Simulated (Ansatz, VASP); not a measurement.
**TaN: VASP beside Ansatz**

```
CELL_PARAMETERS angstrom
2.98578 0.00000 0.00000
-1.49289 2.58576 0.00000
0.00000 0.00000 4.81760
ATOMIC_POSITIONS crystal
Ta 0.00000 0.00000 0.00000
Ta 0.00000 0.00000 0.50000
N 0.33333 0.66667 0.25000
N 0.66667 0.33333 0.75000
```

Change from the starting cell: volume scaled by 0.94, crystal datasets.

Alike in both runs: task electric field gradients; functional PBE; k mesh 9 × 9 × 5; occupations fermi-dirac, width 0.01 eV; no spin polarisation.

|  | VASP | Ansatz |
| --- | --- | --- |
| version | VASP 6.6.1 | Ansatz 0.2.0 |
| potentials or method | VASP PAW PBE potentials, release 64 (Ta_pv, N), cutoff 520 eV | all-electron PAW with datasets made for the crystal, scalar-relativistic |

Ansatz gave:

- pressure (GPa): 95.9
- largest component of the traceless stress (GPa): 68.14
- Vzz of the field gradient on the site that differs most (V/Å²): -184.3

**Question.** Estimate VASP's values.

**Answer.** Pressure (GPa): 98.9; largest component of the traceless stress (GPa): 69.16; Vzz of the field gradient on the site that differs most (V/Å²): -170.1.

Ansatz ran all-electron here, so the differences hold the error of VASP's frozen core and of both bases. Ansatz warned: «gradients_without_spin_orbit».

Caveats: the cell as given lies far from equilibrium; so large a pressure means that the cell lies far from this level's equilibrium, or that cutoff or potentials fall short (VASP). Spin-orbit coupling is left out, which matters for the levels of Ta.
